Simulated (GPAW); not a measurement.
Write an ASE script for GPAW 26.7.0 that does the following.

* Task: dielectric tensor
* Functional: PBE
* Potentials or basis: GPAW PAW data sets (gpaw-data 1.2.1)
* Cutoff: 400 eV
* Basis: pw
* k mesh: 7 × 7 × 4
* Occupations: fermi-dirac, width 0.001 eV
* Spin: no spin polarisation
* Response ecut: 80 eV
* Maxiter: 150
* Response k mesh: 10 × 10 × 6
* Response bands: 58
* Kernels: ["RPA"]
* Coarser k mesh: 10 × 10 × 6

ZnS (Wurtzite-2H):

```
Zn S
1.0
     3.75949    0.00000    0.00000
    -1.87975    3.25582    0.00000
     0.00000    0.00000    6.14975
Zn S
2 2
Direct
  0.66667 0.33333 0.50000
  0.33333 0.66667 0.00000
  0.66667 0.33333 0.88500
  0.33333 0.66667 0.38500
```

These files were run (other wordings do the same):

run.py

```python
import numpy as np
from ase import Atoms
from ase.dft.bandgap import bandgap
from ase.io import write
from gpaw import GPAW, PW
from gpaw.response.df import DielectricFunction

atoms = Atoms(['Zn', 'Zn', 'S', 'S'],
              cell=[[3.7594936861, 0.0, 0.0],
                    [-1.8797468431, 3.2558170375, 0.0],
                    [0.0, 0.0, 6.1497464286]],
              scaled_positions=[[0.6666666667, 0.3333333333, 0.5],
                                [0.3333333333, 0.6666666667, 0.0],
                                [0.6666666667, 0.3333333333, 0.885],
                                [0.3333333333, 0.6666666667, 0.385]],
              pbc=True)

calc = GPAW(mode=PW(400),
            xc='PBE',
            kpts={'size': (7, 7, 4), 'gamma': True},
            occupations={'name': 'fermi-dirac', 'width': 0.001},
            nbands=31,
            convergence={'density': 1e-06},
            maxiter=150,
            txt='gpaw.txt')
atoms.calc = calc
energy = atoms.get_potential_energy()
calc.write('gs.gpw')
write('result.traj', atoms)
print(f'Energy: {energy:.6f} eV')
print('Fermi level:', round(calc.get_fermi_level(), 4), 'eV')
print(f'Gap: {bandgap(calc)[0]:.4f} eV, direct: {bandgap(calc, direct=True)[0]:.4f} eV')

for size in [(10, 10, 6)]:
    name = 'x'.join(str(n) for n in size)
    dense = calc.fixed_density(kpts={'size': size, 'gamma': True},
                               nbands=64, convergence={'bands': 58, 'eigenstates': 1e-7},
                               update_fermi_level=True, txt=f'dense-{name}.txt')
    dense.write(f'{name}.gpw', mode='all')
    df = DielectricFunction(f'{name}.gpw', frequencies=np.array([0.0]), hilbert=False, eta=0.001,
                            ecut=80, nbands=58, intraband=False, txt=f'df-{name}.txt')
    for xc in ['RPA']:
        for direction in ['x', 'y', 'z', [0, 1, 1], [1, 0, 1], [1, 1, 0]]:
            e0, e = df.get_macroscopic_dielectric_constant(xc=xc, direction=direction)
            print(f'{name} {xc} {direction}: {e0:.4f} without, {e:.4f} with local fields')
```

Potentials or basis: GPAW PAW data sets (gpaw-data 1.2.1), pw.

Launch:

```bash
$ OMP_NUM_THREADS=1 python run.py
```

Results of the run:

```
Band gap on the k mesh                  : 2.44 eV, direct
Electronic dielectric tensor (diagonal) : 5.50, 5.50, 5.57
```

Caveat: the long-wavelength limit can be off by several per cent where d states take part.

Wall time 4.1 min on 1 thread of Arm Neoverse V1, with other jobs on the host, peak memory 0.43 GiB.
